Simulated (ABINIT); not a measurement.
# Nb (Im-3m) in ABINIT: equation of state

How stiff is Nb in PBE, and what volume does it want? The cell is scaled to several volumes.

All numbers are computed with ABINIT 10.8.3 (patched build); they aren't measurements. Logs are shortened: lines on timing, memory, paths and dates and some standing lists are left out, and cuts for length are marked. The log counts tension as positive stress, the text compression.

**Measured values to compare with.**

“Pressure effects on the electronic structure and superconductivity of (TaNb)0.67(HfZrTi)0.33 high entropy alloy”, 2019, arxiv:1910.08312 quotes, for a bulk crystal of Nb: bulk modulus 169 GPa.

The results are compared with them further down.

### 1 The crystal as given

The structure is cubic, space group Im-3m (No. 229). Conventional cell: a = 3.328 Å, b = 3.328 Å, c = 3.328 Å, α = 90.00°, β = 90.00°, γ = 90.00°. Nb (site symmetry m-3m) has 8 Nb at 2.88 Å as nearest neighbours.

### 2 Equation of state, PBE

run.abi reads:

```
# Datasets: one volume each
ndtset 7
getwfk -1
scalecart1 3*0.9795861087
scalecart2 3*0.9864848297
scalecart3 3*0.9932883884
scalecart4 3*1.0000000000
scalecart5 3*1.0066227096
scalecart6 3*1.0131594038
scalecart7 3*1.0196128224

# Pseudopotentials
pp_dirpath "./"
pseudos "Nb.GGA_PBE-JTH.xml"

# Structure
acell 2.8820459413 2.8820459413 2.8820459413 Angstrom
rprim
    -0.5773502692     0.5773502692     0.5773502692
     0.5773502692    -0.5773502692     0.5773502692
     0.5773502692     0.5773502692    -0.5773502692
ntypat 1
znucl 41
natom 1
typat 1
xred
     0.0000000000     0.0000000000     0.0000000000

# Plane-wave basis
ecut 435.382180 eV
pawecutdg 32.0

# k points
kptopt 1
ngkpt 11 11 11
nshiftk 1
shiftk 0.0 0.0 0.0

# Exchange and correlation
ixc 11

# Bands and occupations
nband 11
occopt 3
tsmear 0.05 eV

# SCF cycle
nstep 100
tolvrs 1.0e-9

# Output
iomode 3
prtwf 1
prtden 0
prteig 0
prtebands 0
```

Potentials or basis: JTH PAW PBE v2.0.

Command:

```bash
abinit run.abi > log 2>&1
```

run.abo:

```text
.Version 10.8.3 of ABINIT
 DATASET    1 : space group Im -3 m (#229); Bravais cI (body-center cubic)
================================================================================
 Values of the parameters that define the memory need for DATASET  1.
     intxc =       0    ionmov =       0      iscf =      17    lmnmax =      18
     lnmax =       6     mgfft =      20  mpssoang =       3    mqgrid =    3001
     natom =       1  nloc_mem =       2    nspden =       1   nspinor =       1
    nsppol =       1      nsym =      48    n1xccc =       1    ntypat =       1
    occopt =       3   xclevel =       2
       mpw =         370          nfft =        8000          nkpt =          56
 PAW method is used; the additional fine FFT grid is defined by:
   mgfftf=        30    nfftf =     27000
================================================================================
================================================================================
[... 71 lines left out ...]
 DATASET    7 : space group Im -3 m (#229); Bravais cI (body-center cubic)
================================================================================
 Values of the parameters that define the memory need for DATASET  7.
     intxc =       0    ionmov =       0      iscf =      17    lmnmax =      18
     lnmax =       6     mgfft =      20  mpssoang =       3    mqgrid =    3001
     natom =       1  nloc_mem =       2    nspden =       1   nspinor =       1
    nsppol =       1      nsym =      48    n1xccc =       1    ntypat =       1
    occopt =       3   xclevel =       2
       mpw =         414          nfft =        8000          nkpt =          56
 PAW method is used; the additional fine FFT grid is defined by:
   mgfftf=        30    nfftf =     27000
================================================================================
================================================================================

--------------------------------------------------------------------------------
------------- Echo of variables that govern the present computation ------------
--------------------------------------------------------------------------------
 -outvars: echo values of preprocessed input variables --------
            acell      5.4462775113E+00  5.4462775113E+00  5.4462775113E+00 Bohr
              amu      9.29063800E+01
             ecut      1.60000000E+01 Hartree
           getwfk          -1
                       outvar_i_n : Printing only first  50 k-points.
              ixc          11
           jdtset        1    2    3    4    5    6    7
                       outvar_i_n : Printing only first  50 k-points.
         kptrlatt       11    0    0      0   11    0      0    0   11
          kptrlen1     5.86860757E+01
          kptrlen2     5.90993716E+01
          kptrlen3     5.95069663E+01
          kptrlen4     5.99090526E+01
          kptrlen5     6.03058129E+01
          kptrlen6     6.06974200E+01
          kptrlen7     6.10840382E+01
            natom           1
            nband          11
           ndtset           7
            ngfft          20      20      20
          ngfftdg          30      30      30
             nkpt          56
            nstep         100
             nsym          48
           ntypat           1
                       prtocc : prtvol=0, do not print more k-points.
           occopt           3
        pawecutdg      3.20000000E+01 Hartree
         pawxcdev           0
           prtden           0
        prtebands           0
           prteig           0
            rprim1    -5.6556430356E-01  5.6556430356E-01  5.6556430356E-01
                       5.6556430356E-01 -5.6556430356E-01  5.6556430356E-01
                       5.6556430356E-01  5.6556430356E-01 -5.6556430356E-01
            rprim2    -5.6954728199E-01  5.6954728199E-01  5.6954728199E-01
                       5.6954728199E-01 -5.6954728199E-01  5.6954728199E-01
                       5.6954728199E-01  5.6954728199E-01 -5.6954728199E-01
            rprim3    -5.7347531844E-01  5.7347531844E-01  5.7347531844E-01
                       5.7347531844E-01 -5.7347531844E-01  5.7347531844E-01
                       5.7347531844E-01  5.7347531844E-01 -5.7347531844E-01
            rprim4    -5.7735026920E-01  5.7735026920E-01  5.7735026920E-01
                       5.7735026920E-01 -5.7735026920E-01  5.7735026920E-01
                       5.7735026920E-01  5.7735026920E-01 -5.7735026920E-01
            rprim5    -5.8117389237E-01  5.8117389237E-01  5.8117389237E-01
                       5.8117389237E-01 -5.8117389237E-01  5.8117389237E-01
                       5.8117389237E-01  5.8117389237E-01 -5.8117389237E-01
            rprim6    -5.8494785453E-01  5.8494785453E-01  5.8494785453E-01
                       5.8494785453E-01 -5.8494785453E-01  5.8494785453E-01
                       5.8494785453E-01  5.8494785453E-01 -5.8494785453E-01
            rprim7    -5.8867373749E-01  5.8867373749E-01  5.8867373749E-01
                       5.8867373749E-01 -5.8867373749E-01  5.8867373749E-01
                       5.8867373749E-01  5.8867373749E-01 -5.8867373749E-01
          spgroup         229
           tolvrs      1.00000000E-09
           tsmear      1.83746611E-03 Hartree
            typat      1
           useylm           1
                       outvars : Printing only first  50 k-points.
            znucl       41.00000

================================================================================

 chkinp: Checking input parameters for consistency, jdtset=   1.

 chkinp: Checking input parameters for consistency, jdtset=   2.

 chkinp: Checking input parameters for consistency, jdtset=   3.

 chkinp: Checking input parameters for consistency, jdtset=   4.
[... 31 lines left out ...]
 getcut: wavevector=  0.0000  0.0000  0.0000  ngfft=  20  20  20
         ecut(hartree)=     16.000   => boxcut(ratio)=   2.08711

 Fine grid specifications (used for densities):

 getcut: wavevector=  0.0000  0.0000  0.0000  ngfft=  30  30  30
         ecut(hartree)=     32.000   => boxcut(ratio)=   2.20820

 getcut : COMMENT -
  Note that boxcut > 2.2 ; recall that boxcut=Gcut(box)/Gcut(sphere) = 2
  is sufficient for exact treatment of convolution.
  Such a large boxcut is a waste : you could raise ecut
  e.g. ecut=   39.009241 Hartrees makes boxcut=2

--- Pseudopotential description ------------------------------------------------
- pspini: atom type   1  psp file is ./Nb.GGA_PBE-JTH.xml
 Pseudopotential format is: paw10
 basis_size (lnmax)=  6 (lmn_size= 18), orbitals=   0   0   1   1   2   2
 Spheres core radius: rc_sph= 2.22094190
 Shapefunction is BESSEL type: shapef(r,l)=aa(1,l)*jl(q(1,l)*r)+aa(2,l)*jl(q(2,l)*r)
 Radius for shape functions =  1.90969629
 Compensation charge density is not taken into account in XC energy/potential

   2.03574856E+02                                ecore*ucvol(ha*bohr**3)
--------------------------------------------------------------------------------

[... 7 lines left out ...]

     iter   Etot(hartree)      deltaE(h)  residm     nres2
 ETOT  1  -57.458161540200    -5.746E+01 9.764E-01 4.201E+00
 ETOT  2  -57.529538054360    -7.138E-02 1.339E-01 3.819E-01
 ETOT  3  -57.529374355838     1.637E-04 2.261E-03 7.067E-02
 ETOT  4  -57.529456209655    -8.185E-05 7.315E-04 3.020E-04
 ETOT  5  -57.529457535473    -1.326E-06 8.666E-04 6.384E-05
 ETOT  6  -57.529457715831    -1.804E-07 1.702E-04 3.680E-06
 ETOT  7  -57.529457730392    -1.456E-08 3.475E-04 6.841E-08
 ETOT  8  -57.529457730360     3.131E-11 4.262E-05 2.137E-09
 ETOT  9  -57.529457730358     2.188E-12 1.124E-04 5.621E-11
[... 1152 lines left out ...]
 Cartesian components of stress tensor (hartree/bohr^3)
  sigma(1 1)=  3.78291363E-04  sigma(3 2)=  0.00000000E+00
  sigma(2 2)=  3.78291363E-04  sigma(3 1)=  0.00000000E+00
  sigma(3 3)=  3.78291363E-04  sigma(2 1)=  0.00000000E+00

-Cartesian components of stress tensor (GPa)         [Pressure= -1.1130E+01 GPa]
- sigma(1 1)=  1.11297161E+01  sigma(3 2)=  0.00000000E+00
- sigma(2 2)=  1.11297161E+01  sigma(3 1)=  0.00000000E+00
- sigma(3 3)=  1.11297161E+01  sigma(2 1)=  0.00000000E+00

== END DATASET(S) ==============================================================
================================================================================

 -outvars: echo values of variables after computation  --------
            acell      5.4462775113E+00  5.4462775113E+00  5.4462775113E+00 Bohr
           etotal1    -5.7529457730E+01
           etotal2    -5.7530065337E+01
           etotal3    -5.7530341854E+01
           etotal4    -5.7530315850E+01
           etotal5    -5.7530010107E+01
           etotal6    -5.7529446002E+01
           etotal7    -5.7528649981E+01
            fcart1    -0.0000000000E+00 -0.0000000000E+00 -0.0000000000E+00
            fcart2    -0.0000000000E+00 -0.0000000000E+00 -0.0000000000E+00
            fcart3    -0.0000000000E+00 -0.0000000000E+00 -0.0000000000E+00
            fcart4    -0.0000000000E+00 -0.0000000000E+00 -0.0000000000E+00
            fcart5    -0.0000000000E+00 -0.0000000000E+00 -0.0000000000E+00
            fcart6    -0.0000000000E+00 -0.0000000000E+00 -0.0000000000E+00
            fcart7    -0.0000000000E+00 -0.0000000000E+00 -0.0000000000E+00
            rprim1    -5.6556430356E-01  5.6556430356E-01  5.6556430356E-01
                       5.6556430356E-01 -5.6556430356E-01  5.6556430356E-01
                       5.6556430356E-01  5.6556430356E-01 -5.6556430356E-01
            rprim2    -5.6954728199E-01  5.6954728199E-01  5.6954728199E-01
                       5.6954728199E-01 -5.6954728199E-01  5.6954728199E-01
                       5.6954728199E-01  5.6954728199E-01 -5.6954728199E-01
            rprim3    -5.7347531844E-01  5.7347531844E-01  5.7347531844E-01
                       5.7347531844E-01 -5.7347531844E-01  5.7347531844E-01
[... 9 lines left out ...]
                       5.8494785453E-01  5.8494785453E-01 -5.8494785453E-01
            rprim7    -5.8867373749E-01  5.8867373749E-01  5.8867373749E-01
                       5.8867373749E-01 -5.8867373749E-01  5.8867373749E-01
                       5.8867373749E-01  5.8867373749E-01 -5.8867373749E-01
           strten1    -2.9689767712E-04 -2.9689767712E-04 -2.9689767712E-04
                       0.0000000000E+00  0.0000000000E+00  0.0000000000E+00
           strten2    -1.5945955189E-04 -1.5945955189E-04 -1.5945955189E-04
                       0.0000000000E+00  0.0000000000E+00  0.0000000000E+00
           strten3    -3.2381676066E-05 -3.2381676066E-05 -3.2381676066E-05
                       0.0000000000E+00  0.0000000000E+00  0.0000000000E+00
           strten4     8.4489121369E-05  8.4489121369E-05  8.4489121369E-05
                       0.0000000000E+00  0.0000000000E+00  0.0000000000E+00
           strten5     1.9157587165E-04  1.9157587165E-04  1.9157587165E-04
                       0.0000000000E+00  0.0000000000E+00  0.0000000000E+00
           strten6     2.8944525044E-04  2.8944525044E-04  2.8944525044E-04
                       0.0000000000E+00  0.0000000000E+00  0.0000000000E+00
           strten7     3.7829136258E-04  3.7829136258E-04  3.7829136258E-04
                       0.0000000000E+00  0.0000000000E+00  0.0000000000E+00
 Calculation completed.
```

It took 37 s on 1 thread of Arm Neoverse V1, shared host; peak memory 0.12 GiB.

What came out:

```yaml
Equilibrium_volume: 18.21 Å³/atom
Bulk_modulus: 171 GPa
Pressure_derivative_of_the_bulk_modulus: 3.2
```

Energy against volume, from the lowest point:
```csv
volume (Å³/atom),energy (meV/atom)
17.322,24.06
17.691,7.52
18.060,0.00
18.428,0.71
18.797,9.03
19.165,24.38
19.534,46.04
```

Caveat: pressures at fixed basis lie under the slope of the energies.

### 3 Against experiment

Step 2. Against the measured bulk modulus of Nb, 169 GPa (quoted in “Pressure effects on the electronic structure and superconductivity of (TaNb)0.67(HfZrTi)0.33 high entropy alloy”, 2019, arxiv:1910.08312), the calculated 171 GPa is off by +1.4 %. The fit is for a static lattice scaled at fixed shape and fixed fractional positions.
